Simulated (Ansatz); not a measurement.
Level of theory: DFT PBE, scalar-relativistic, plane waves, PAW in Ansatz 0.2.0. All cells share a 420 eV cutoff and Γ-centred k meshes spaced at most about 0.3 Å⁻¹ (about 0.25 or finer for metals, 2π included). No spin polarisation.

These are static total energies at zero pressure.

Task: Order these relaxed structures of Ta₅N by energy, lowest first, with the energy over the lowest of them.
A. Space group P-3m1 (No. 164), trigonal, a = 3.052 Å, c = 12.129 Å. Ta on a site of symmetry 3m has 3 N at 2.18 Å and 12 Ta at 2.98–3.11 Å; around Ta on a second site of symmetry 3m lie 12 Ta at 2.96–3.05 Å; around Ta on a site of symmetry -3m lie 12 Ta at 2.96–3.05 Å; N is surrounded by 6 Ta at 2.18 Å.
B. Space group I4/m (No. 87), tetragonal, a = 6.931 Å, c = 4.084 Å. Ta on a site of symmetry 4/m is surrounded by 2 N at 2.04 Å and 12 Ta at 3.01–3.07 Å; Ta on a site of symmetry m is surrounded by 1 N at 2.21 Å and 12 Ta at 2.97–3.13 Å; around N lie 2 Ta at 2.04 Å and 4 Ta at 2.21 Å.

Result: B (0 meV/atom), A (24 meV/atom). Counting Ta atoms around N (those within 1.25 times the shortest such distance or 1.15 times the sum of covalent radii, 1.27 where that leaves under three): B has N 6; A has N 6. Both come from invented guesses. The lowest form computed isn't among them: it has space group I4/mmm (No. 139), 16.0 Å³/atom and lies 47 meV/atom below the best shown.

The k mesh leaves some 4 meV/atom of noise in the energy of each metallic cell. These runs have no spin–orbit coupling, which can matter for Ta. Cells relaxed within their symmetry can be saddle points. Some structure types and database cells were kept out of the candidates from the start, so a known form may be missing.
